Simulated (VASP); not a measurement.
LiCl: single point with PBEsol

The system is LiCl.

```
CELL_PARAMETERS angstrom
0.00000 2.54212 2.54212
2.54212 0.00000 2.54212
2.54212 2.54212 0.00000
ATOMIC_POSITIONS crystal
Li 0.00000 0.00000 0.00000
Cl 0.50000 0.50000 0.50000
```

The cell is a database's computed one.

- Program: VASP 6.6.1
- Task: single point
- Functional: PBEsol
- Potentials or basis: VASP PAW PBE potentials, release 64 (Li_sv, Cl)
- Cutoff: 520 eV
- k mesh: 8 × 8 × 8
- Occupations: gaussian, width 0.02 eV
- Spin: no spin polarisation
- Further INCAR settings: ALGO = Normal; EDIFF = 1e-06; NBANDS = 12

The band gap on the k mesh is 6.29 eV, direct.

Levels at points of the mesh, in eV from the valence-band top:
```tsv
k point	band 1	band 2	band 3	band 4	band 5	band 6	band 7	band 8	band 9	band 10
(0.00, 0.00, 0.00)	-42.77	-13.49	0.00	0.00	0.00	6.29	11.83	11.83	11.83	14.57
(0.50, 0.00, 0.00)	-42.77	-12.87	-2.98	-0.27	-0.27	6.59	9.40	9.40	13.10	16.88
(0.50, 0.50, 0.00)	-42.77	-12.60	-3.08	-1.17	-1.17	7.83	8.05	12.50	14.19	14.19
```

Run time: 11 s on 1 thread of AMD EPYC 7R13 Processor (Zen 3), with other jobs on the host, peak memory 0.12 GiB.

 A k mesh can miss the band edges.
